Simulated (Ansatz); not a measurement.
**Calculated coordination and ¹⁸¹Ta quadrupole coupling for TaN at a changed volume**

Cell: an entry of the Crystallography Open Database (COD), relaxed with PBE at fixed cell and then changed (volume scaled by 0.98, ions relaxed).

Space group P6/mmm (No. 191); a = 5.1502, c = 2.8885 Å, γ = 120.00°.

```
site  Wyckoff  site symmetry       x       y       z
 Ta1       1a          6/mmm  0.0000  0.0000  0.0000
 Ta2       2d           -6m2  0.3333  0.6667  0.5000
   N       3f            mmm  0.5000  0.0000  0.0000
```

One atom of each set is listed.

The numbers come from a DFT calculation in Ansatz (PBE, plane waves and PAW, scalar-relativistic, collinear spin, 420 eV cutoff, Γ-centred 10×10×16 k-points, Fermi–Dirac smearing 0.05 eV). Start moments as typed (μB): 2 on each Ta, none on the rest.

Q(¹⁸¹Ta) = 3170 mb.

(1) Rank these Ta sites by |C_Q|, smallest first.
A. Ta2: 6 N at 2.07 Å
B. Ta1: 6 N at 2.58 Å

Results:

(1) A (3018 MHz, η = 0.00), B (3573 MHz, η = 0.00).

An axis of threefold or higher order runs through Ta2 and Ta1, so V_zz lies along it and η is zero.

With no gap above 0.1 eV, as in a metal, the gradients converge slowly in k; expect changes of a tenth or more on a denser mesh. Without spin–orbit coupling the gradients at and beside Ta can be off by some per cent, at some sites by more. With these PAW files V_zz is typically within 2 to 3 % of all-electron values, but misses above 10 % occur on Ta. At this changed cell the PBE pressure is 18 GPa. The start moments die out, and the run ends without spin.
